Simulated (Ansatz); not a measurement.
Fluorite SrF₂ was calculated with r²SCAN (PAW; Ansatz, an electronic-structure program).

Run with plane-wave cutoff 560 eV, 10×10×10 k mesh, Fermi–Dirac smearing 0.01 eV, scalar-relativistic PAW data made under PBE.

Energies at three volumes about the minimum:

```csv
V (Å³/atom),E − E_lowest (meV/atom)
15.853,1.55
16.177,0.00
16.500,1.43
```

### Question
Fit a parabola by hand: where is the minimum, what lattice constant follows, and what is the bulk modulus?

### Answer
Slopes: (0.00 − 1.55)/(16.177 − 15.853) = -4.784 and (1.43 − 0.00)/(16.500 − 16.177) = 4.427 meV/Å³. Curvature E″ = 2 × (4.427 − (-4.784))/(16.500 − 15.853) = 28.473 meV/Å⁶. From the middle of the first interval, the slope vanishes at V0 = 16.0150 − (-4.784)/28.473 = 16.183 Å³/atom. B = V0 E″ = 16.183 × 28.473 meV/Å³ × 0.1602 GPa per meV/Å³ = 73.8 GPa. With 12 atoms in the cube, a = (12 × 16.183)^(1/3) = 5.791 Å. The full Birch–Murnaghan fit to all volumes gives V0 = 16.177 Å³/atom and B0 = 74.2 GPa.

Measured, for comparison: bulk modulus 69 GPa (temperature not stated, not corrected to a static lattice; as tabulated in On the Morphology of Group II Metal Fluoride Nanocrystals at Finite Temperature …). Computed (rounded) less measured: bulk modulus +8 %. A static lattice is as a rule a little smaller and stiffer than an uncorrected measurement, which narrows the difference in the bulk modulus and would widen misses of the other sign.
